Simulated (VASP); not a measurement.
Wanted: the native input for a VASP 6.6.1 run.

```
Task                   : single point
Functional             : PBEsol
Potentials or basis    : VASP PAW PBE potentials, release 64 (Si)
Cutoff                 : 520 eV
k mesh                 : 12 × 12 × 12
Occupations            : gaussian, width 0.05 eV
Spin                   : no spin polarisation
Dipole correction      : no
Further INCAR settings : ALGO = Normal; EDIFF = 1e-07; NBANDS = 11
```

The structure of Si lies in POSCAR:

```
Si
1.0
    0.0000000000      3.0481654620      2.1550529816
    3.0481654620      0.0000000000      2.1550529816
    3.0481654620      3.0481654620      0.0000000000
Si
2
Direct
    0.5000000000      0.5000000000      0.5000000000
    0.7500000000      0.7500000000      0.7500000000
```

This isn't the form of Si at room conditions, which is diamond.

One way to write it, as run:

INCAR

```
PREC = Accurate
ENCUT = 520
EDIFF = 1E-7
ISMEAR = 0
SIGMA = 0.05
LREAL = F
LASPH = T
NELM = 100
ALGO = Normal
ISIF = 2
LWAVE = F
LCHARG = F
GGA = PS
NBANDS = 11
```

KPOINTS

```
Automatic mesh
0
Gamma
  12 12 12
```

Potentials or basis: VASP PAW PBE potentials, release 64 (Si).

The run is started by

```sh
$ cat potpaw_PBE.64/Si/POTCAR > POTCAR
$ mpirun -np 1 vasp_std > vasp.out
```

It gave:

| Property | Result |
| --- | --- |
| Pressure | -4.8 GPa |
| Band gap on the k mesh | none (metal or under the smearing width) |

Caveat: the PAW data sets were made with another functional, which shifts forces and pressure a little.

Run time: 22 s on 1 thread of Intel(R) Xeon(R) 6975P-C (Granite Rapids) (shared host), peak memory 0.19 GiB.
